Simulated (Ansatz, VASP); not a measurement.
One calculation of Hg, two programs

```xyz
3
Lattice="4.4160 0.0000 0.0000 -2.2080 3.8243 0.0000 0.0000 0.0000 5.1316" Properties=species:S:1:pos:R:3 pbc="T T T"
Hg    1.4677    0.0000    0.8553
Hg   -0.7339    1.2711    4.2763
Hg    1.4741    2.5532    2.5658
```

Alike in both runs: functional PBE; k mesh 6 × 6 × 4; occupations gaussian, width 0.1 eV; no spin polarisation.

Ansatz relaxed the structure, and its values are those at the end. VASP's run is a single point on that final structure, the one shown.

|  | VASP | Ansatz |
| --- | --- | --- |
| version | VASP 6.6.1 | Ansatz 0.2.0 |
| potentials or method | VASP PAW PBE potentials, release 64 (Hg) | scalar-relativistic, plane waves, PAW |
| plane-wave cutoff (eV) | 520 | 420 |
| valence electrons in the cell | 36 | 60 |

```csv
,VASP,Ansatz,Ansatz less VASP
gap on the k mesh at the Fermi level (eV),none,none,-
pressure (GPa),0.2,0.0,-0.20
rms of the force components (eV/Å),0.006,0.006,-0.0003
```

A gap of «none» marks a metal or a gap that the smearing closes. The two sets of potentials don't hold the same shells in valence.

The runs have no spin-orbit coupling, so splittings on Hg are missing.
